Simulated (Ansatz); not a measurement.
# Bi (R-3m) in Ansatz: convergence with dr2 threshold

Aim: find how far dr2 threshold must go before the results for Bi settle, at PBEsol. This setting moves, with any that are tied to it; all else stays.

Everything below comes from runs of Ansatz 0.2.0. Logs are shortened: lines on timing, memory, paths and dates and some standing lists are left out, and cuts for length are marked.

### 1 The structure

It takes space group R-3m (No. 166, trigonal). The conventional cell has a = 4.535 Å, b = 4.535 Å, c = 11.814 Å, α = 90.00°, β = 90.00°, γ = 120.00°. Bi (site symmetry 3m) is surrounded by 6 Bi at 3.06 to 3.52 Å.

### 2 With dr2 threshold 0.001

Input file input.yaml:

```yaml
crystal:
  lattice:
    - [2.2675, 1.3091417354, 3.938]
    - [-2.2675, 1.3091417354, 3.938]
    - [0.0, -2.6182834708, 3.938]
  atoms:
    - { symbol: Bi, position: [0.766, 0.766, 0.766] }
    - { symbol: Bi, position: [0.234, 0.234, 0.234] }
kpoints:
  mp_grid: { grid: [7, 7, 7] }
scf:
  occupations: { method: fermi_dirac, width: 0.05 }
  convergence: { dr2_threshold: 0.001 }
hamiltonian:
  xc: pbesol
  pseudopotentials: { kind: all_electron, lapw: { basis_error: 0.001 } }
output:
  forces: true
  stress: true
  eigenvalues: true
```

Potentials or basis: all-electron LAPW, scalar-relativistic.

Started as:

```console
> ansatz run input.yaml --threads 1 --pin off --max-ram 3072MiB --backend cpu --events-out ev --progress --plain --runs-dir out
```

Log:

```text
Warning: scf.convergence.dr2_threshold = 1e-3 eV is looser than this run's default, which is 1e-7 eV or tighter. The error in the forces grows as the threshold's square root, so leave the key out unless less accurate forces are enough
Warning: output.stress: scf.convergence.dr2_threshold = 1e-3 eV is looser than the 1e-7 eV advised for a printed stress on datasets or a basis made for the crystal, by an estimate of what a threshold leaves in their stress. Set scf.convergence.dr2_threshold to 1e-7 eV or tighter
Warning: RAYON_NUM_THREADS=1 ignored (pool sized by the plan → 1); use --threads N
LAPW: plane waves up to 7.499 Å⁻¹, error target 1.0e-3 eV per atom; small_component_spin mean_spin; Bi in spheres of 1.532 Å, 37 of its electrons in bands, Dirac shells [] (how accurate: hamiltonian.pseudopotentials.lapw.basis_error, Limitations)
Engine: ansatz 0.2.0, aarch64-unknown-linux-gnu
Pseudopotentials: kind: all_electron
Pseudopotential: Bi, LAPW, valence charge 37, lapw/all_electron/scalar/gaussian/Bi, Koelling and Harmon's equation, gaussian nucleus
Functional definition: PBEsol
  exchange = pbesol_x
  correlation = pbesol_c
Crystal: 2 atoms, lattice volume = 70.139 Å³
Basis set: ecut = 214.2691269151922 eV, 507 PW (Γ), exchange–correlation at level 2
Bands: 45, of which v1, the nominal top of the filled ones, is band 37 counted from 1 (36 counted from 0)
Symmetry: 12 space group operations
Space group: R-3m (ITA 166), of the structure as read, at distance tolerance 4.1e-5 Å
k-points: 44 of 343
Non-local potential: Bi, projectors of the file, none
Initial density: superposition of atomic densities (chi_scale 0.1, normalization cell)
Initial wavefunctions: plane waves of lowest kinetic energy (no species holds an atomic orbital)
Functional: x = pbesol(κ = 0.804, μ = 0.12345679012345678), c = pbesol(β = 0.046)
iter 1 solved again at ethr=6.38e-5 eV; its pass at ethr=1.00e-1 eV (dr2=4.72e-2 eV) is discarded
SCF iter   1: F=—  HF=-1171102.955331 eV  |F-HF|=—  |Δ(HF+E_count)|=         —  Δρ=8.78e-3  dr2=4.74e-2  ethr=6.38e-5  ⟨swp⟩=3.0  Hψ=12392  notcnv=0
preconditioner: auto → Resta (q_TF=auto, 2.753 Å⁻¹)  ε∞=2.1  [insulator: Δε(μ)=0.262 eV  Ē_g=22.980 eV  σ=0.050 eV  W_gap=0.85  n_scr=20 (ndim 8)  ℏωp=24.3 eV  f_vac=0.164  D(μ)=0.13/eV (n_scr^D=0)  ε∞_Penn≈2.1]
SCF iter   2: F=—  HF=-1171102.945543 eV  |F-HF|=—  |Δ(HF+E_count)|=   9.79e-3  Δρ=5.15e-3  dr2=1.84e-2  ethr=6.38e-5  ⟨swp⟩=2.0  Hψ=5767  notcnv=0
iter 3 solved again at ethr=1.02e-6 eV; its pass at ethr=2.49e-5 eV (dr2=7.53e-4 eV) is discarded
SCF iter   3: F=—  HF=-1171102.944785 eV  |F-HF|=—  |Δ(HF+E_count)|=   7.58e-4  Δρ=1.09e-3  dr2=7.53e-4  ethr=1.02e-6  ⟨swp⟩=2.0  Hψ=9773  notcnv=0
SCF iter   4: F=-1171102.943951 eV  HF=-1171102.943952 eV  |F-HF|=1.01e-6  |Δ(HF+E_count)|=   8.33e-4  Δρ=2.60e-4  dr2=6.72e-5  ethr=1.02e-6  ⟨swp⟩=2.0  Hψ=5766  notcnv=0
SCF 1 converged in 4 iterations: F = -1171102.943951 eV  dr2 = 6.72e-5
SCF converged after 4 iterations
Free energy (F): -1171102.943951 eV
Harris-Foulkes:  -1171102.943952 eV  (|F-HF|=1.01e-6)
Internal energy: -1171102.942490 eV  (E = F + TS)
E sigma→0 (E₀):  -1171102.943220 eV
Entropy (-TS):   -0.001461 eV (-0.730 meV/atom)
Fermi energy:    13.145529 eV
--- Per-component energies (eV) ---
  E_band       = -5384.978057
  E_kinetic    = 1355578.962871
  E_xc         = -21299.378763
  E_electrostatic = -2505382.526598  (all electrons and nuclei)
  E_smearing   = -0.001461  (= −TS)
  E_closure    = 0.000000  (closes the sum)
  E_atoms      = -1171094.363200  (free atoms, spherical and without spin; not in F)
  Σ components = -1171102.943951   (vs F -1171102.943951, Δ=0.00e0)
  Basis errors (estimates in eV, not in F): energy 4.1e-4 per atom: plane waves 3.7e-4 (2.0e-4 summed), levels above the bands 2.5e-71, relativity 1.2e-8, radial functions 3.7e-5, core shells 3.8e-8; eigenvalues (radial functions only) 6.4e-7; not estimated: angular momenta, meshes, grids; target (lapw.basis_error) 1.0e-3; muffin-tin radii Bi 1.532 Å
--- Forces (eV/Å), atoms counted from 1 ---
  atom   1  Bi    -0.00000000    -0.00000000    -0.12905485
  atom   2  Bi     0.00000000     0.00000000     0.12905485
  max |Σ_I F_I| component: 1.16e-18 eV/Å
--- Stress (GPa, compression-positive) ---
       -0.274799       0.000000      -0.000000
        0.000000      -0.274799      -0.000000
       -0.000000      -0.000000      -0.468622
  P = ⅓ Tr σ = -0.3394 GPa (-3.394 kbar)
--- Band table (eV; the first three rows and the last of 44) ---
  k-point 0: bands = ["-139.8000", "-139.7998", "-134.9570", "-134.9570", "-134.9569", "-134.9569", "-134.9556", "-134.9556", "-134.9556", "-134.9556", "-134.9551", "-134.9551", "-134.9551", "-134.9551", "-134.9551", "-134.9551", "-78.0041", "-78.0041", "-78.0007", "-77.9999", "-77.9999", "-77.9975", "-9.6376", "-9.6376", "-9.4819", "-9.4819", "-9.4658", "-9.2945", "-9.2815", "-9.2815", "-9.1582", "-9.1582", "0.1331", "5.8134", "11.7739", "12.0358", "12.0358", "15.7571", "16.2275", "16.2275", "18.8704", "19.0101", "19.0101", "19.2909", "19.5745"]
  k-point 1: bands = ["-139.8000", "-139.7998", "-134.9570", "-134.9570", "-134.9569", "-134.9569", "-134.9556", "-134.9556", "-134.9556", "-134.9556", "-134.9551", "-134.9551", "-134.9551", "-134.9551", "-134.9551", "-134.9551", "-78.0041", "-78.0040", "-78.0011", "-77.9999", "-77.9995", "-77.9976", "-9.6229", "-9.6186", "-9.4755", "-9.4704", "-9.4556", "-9.3043", "-9.2913", "-9.2876", "-9.1791", "-9.1738", "0.3256", "5.3730", "11.8443", "12.0217", "12.0563", "15.2896", "15.5745", "15.7855", "18.2516", "18.8093", "19.2445", "20.7429", "21.3021"]
  k-point 2: bands = ["-139.8000", "-139.7998", "-134.9570", "-134.9570", "-134.9569", "-134.9569", "-134.9556", "-134.9556", "-134.9556", "-134.9556", "-134.9551", "-134.9551", "-134.9551", "-134.9551", "-134.9551", "-134.9551", "-78.0041", "-78.0038", "-78.0017", "-77.9999", "-77.9990", "-77.9978", "-9.5847", "-9.5652", "-9.4611", "-9.4393", "-9.4254", "-9.3371", "-9.3189", "-9.3008", "-9.2335", "-9.2134", "0.8890", "4.3106", "11.8550", "12.0208", "12.3116", "14.0928", "14.7322", "14.9437", "18.6697", "19.6261", "20.2499", "23.1532", "23.8681"]
  k-point 43: bands = ["-139.8000", "-139.7998", "-134.9570", "-134.9570", "-134.9569", "-134.9569", "-134.9556", "-134.9556", "-134.9556", "-134.9556", "-134.9551", "-134.9551", "-134.9551", "-134.9551", "-134.9551", "-134.9551", "-78.0039", "-78.0039", "-78.0011", "-78.0001", "-77.9993", "-77.9980", "-9.5489", "-9.5483", "-9.4479", "-9.4409", "-9.4240", "-9.3316", "-9.3133", "-9.3095", "-9.2600", "-9.2553", "1.5067", "3.3745", "10.5242", "12.0355", "12.3721", "14.2925", "14.7093", "16.3029", "19.6552", "20.7115", "21.3218", "23.2525", "24.0876"]
```

Wall time 12 s (1 thread of Arm Neoverse V2, shared host); peak memory 0.33 GiB.

What came out:

```yaml
Free_energy: -1171102.9440 eV
Pressure: -0.3 GPa
Largest_force: 0.129 eV/Å
Band_gap_on_the_k_mesh: 0.26 eV, indirect (least direct gap 0.52 eV)
```

### 3 With dr2 threshold 0.0001

Edit input.yaml of step 2 so:

```diff
@@ -12,3 +12,3 @@
   occupations: { method: fermi_dirac, width: 0.05 }
-  convergence: { dr2_threshold: 0.001 }
+  convergence: { dr2_threshold: 0.0001 }
 hamiltonian:
```

Potentials or basis: all-electron LAPW, scalar-relativistic.

Started as:

```console
> ansatz run input.yaml --threads 1 --pin off --max-ram 3072MiB --backend cpu --events-out ev --progress --plain --runs-dir out
```

It took 13 s on 1 thread of Arm Neoverse V2, shared host; peak memory 0.34 GiB.

Results:

| Item | Value |
| --- | --- |
| Free energy | -1171102.9440 eV |
| Pressure | -0.3 GPa |
| Largest force | 0.130 eV/Å |
| Band gap on the k mesh | 0.26 eV, indirect (least direct gap 0.52 eV) |

### 4 With dr2 threshold 1e-05

Edit input.yaml of step 3 so:

```diff
@@ -12,3 +12,3 @@
   occupations: { method: fermi_dirac, width: 0.05 }
-  convergence: { dr2_threshold: 0.0001 }
+  convergence: { dr2_threshold: 1.0e-05 }
 hamiltonian:
```

Started as:

```console
> ansatz run input.yaml --threads 1 --pin off --max-ram 3072MiB --backend cpu --events-out ev --progress --plain --runs-dir out
```

It took 13 s on 1 thread of Arm Neoverse V2, shared host; peak memory 0.34 GiB.

What came out:

- Free energy: -1171102.9440 eV
- Pressure: -0.3 GPa
- Largest force: 0.130 eV/Å
- Band gap on the k mesh: 0.26 eV, indirect (least direct gap 0.52 eV)

### 5 With dr2 threshold 1e-06

Edit input.yaml of step 4 so:

```diff
@@ -12,3 +12,3 @@
   occupations: { method: fermi_dirac, width: 0.05 }
-  convergence: { dr2_threshold: 1.0e-05 }
+  convergence: { dr2_threshold: 1.0e-06 }
 hamiltonian:
```

Started as:

```console
> ansatz run input.yaml --threads 1 --pin off --max-ram 3072MiB --backend cpu --events-out ev --progress --plain --runs-dir out
```

It took 14 s on 1 thread of Arm Neoverse V2, shared host; peak memory 0.34 GiB.

What came out:

```
Free energy            : -1171102.9440 eV
Pressure               : -0.3 GPa
Largest force          : 0.131 eV/Å
Band gap on the k mesh : 0.26 eV, indirect (least direct gap 0.52 eV)
```

### 6 With dr2 threshold 1e-07

Edit input.yaml of step 5 so:

```diff
@@ -12,3 +12,3 @@
   occupations: { method: fermi_dirac, width: 0.05 }
-  convergence: { dr2_threshold: 1.0e-06 }
+  convergence: { dr2_threshold: 1.0e-07 }
 hamiltonian:
```

Potentials or basis: all-electron LAPW, scalar-relativistic.

Started as:

```console
> ansatz run input.yaml --threads 1 --pin off --max-ram 3072MiB --backend cpu --events-out ev --progress --plain --runs-dir out
```

Run time: 16 s. Hardware: 1 thread of Arm Neoverse V2, shared host; peak memory 0.34 GiB.

What came out:

```
Free energy            : -1171102.9440 eV
Pressure               : -0.3 GPa
Largest force          : 0.131 eV/Å
Band gap on the k mesh : 0.26 eV, indirect (least direct gap 0.52 eV)
```

### 7 With dr2 threshold 1e-08

Edit input.yaml of step 6 so:

```diff
@@ -12,3 +12,3 @@
   occupations: { method: fermi_dirac, width: 0.05 }
-  convergence: { dr2_threshold: 1.0e-07 }
+  convergence: { dr2_threshold: 1.0e-08 }
 hamiltonian:
```

Started as:

```console
> ansatz run input.yaml --threads 1 --pin off --max-ram 3072MiB --backend cpu --events-out ev --progress --plain --runs-dir out
```

Run time: 16 s. Hardware: 1 thread of Arm Neoverse V2, shared host; peak memory 0.34 GiB.

Results (log left out):

- Free energy: -1171102.9440 eV
- Pressure: -0.3 GPa
- Largest force: 0.131 eV/Å
- Band gap on the k mesh: 0.26 eV, indirect (least direct gap 0.52 eV)

### 8 With dr2 threshold 1e-10

Edit input.yaml of step 7 so:

```diff
@@ -12,3 +12,3 @@
   occupations: { method: fermi_dirac, width: 0.05 }
-  convergence: { dr2_threshold: 1.0e-08 }
+  convergence: { dr2_threshold: 1.0e-10 }
 hamiltonian:
```

Started as:

```console
> ansatz run input.yaml --threads 1 --pin off --max-ram 3072MiB --backend cpu --events-out ev --progress --plain --runs-dir out
```

Wall time 17 s (1 thread of Arm Neoverse V2, shared host); peak memory 0.34 GiB.

The run converged. Its results:

- Free energy: -1171102.9440 eV
- Pressure: -0.3 GPa
- Largest force: 0.131 eV/Å
- Band gap on the k mesh: 0.26 eV, indirect (least direct gap 0.52 eV)

### 9 Summary

```tsv
dr2 threshold	energy less the tightest run, at zero smearing (meV/atom)	SCF cycles	CPU time (s)	peak memory (GiB)
0.001	0.01	4	12	0.33
0.0001	0.00	5	13	0.34
1e-05	0.00	5	13	0.34
1e-06	0.00	6	14	0.34
1e-07	0.00	8	16	0.34
1e-08	0.00	8	16	0.34
1e-10	0.00	9	17	0.34
```

Against the tightest run, the energy stays within 1 meV/atom from 0.001 on. The tightest run that finished is the yardstick and may itself not be fully converged.

Caveats: spin-orbit coupling is left out, which as a rule narrows the gap of such compounds by several tenths of an eV; an odd mesh through Γ misses points on the zone boundary, where band edges often lie.
